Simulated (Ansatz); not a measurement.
**Zr3N4: field gradients at two levels of theory**

Cell: a structure deposited in the COD whose atoms were relaxed with PBE, the cell held.

```cif
data_Zr3N4
_symmetry_space_group_name_H-M 'I-43d'
_symmetry_Int_Tables_number 220
_cell_length_a 6.7400
_cell_length_b 6.7400
_cell_length_c 6.7400
_cell_angle_alpha 90.000
_cell_angle_beta 90.000
_cell_angle_gamma 90.000
loop_
_atom_site_label
_atom_site_type_symbol
_atom_site_symmetry_multiplicity
_atom_site_Wyckoff_symbol
_atom_site_fract_x
_atom_site_fract_y
_atom_site_fract_z
Zr Zr 12 a 0.3750 0.0000 0.2500
N N 16 c 0.0687 0.0687 0.0687
```

One atom of each set is listed; the run and its k-mesh use a cell of 14 atoms with edges of 5.84, 5.84, 5.84 Å.

First run. All values are calculated (Ansatz; DFT, PBE, plane waves and PAW, scalar-relativistic, 420 eV cutoff, Γ-centred 6×6×6 k-points, Fermi–Dirac smearing 0.02 eV), not measured.

```tsv
site	V_zz (10²¹ V/m²)	η
Zr	9.98	0.00
N	0.57	0.00
```

Second run. The same atoms and settings, except that the functional is LDA.

**Question.** Given the first result, estimate the second.

**Answer.** 

```json
{"site": "Zr", "V_zz": "10.16", "η": "0.00", "change of V_zz": "+0.18"}
{"site": "N", "V_zz": "0.54", "η": "0.00", "change of V_zz": "-0.03"}
```

The largest change of V_zz is on Zr, from 9.98 to 10.16. In per cent, |V_zz| changes by +2 on Zr, -6 on N (all sites that start above 0.5).

Without spin–orbit coupling (the program notes it for Zr) the gradients can shift somewhat, as the gap is small. With a gap of 0.7 eV on this mesh, small gradients can still move by 0.1 × 10²¹ V/m² or more as the k-mesh gets denser.
For the second run: At this cell the LDA pressure is -9 GPa, so with LDA the cell would shrink if it were relaxed.
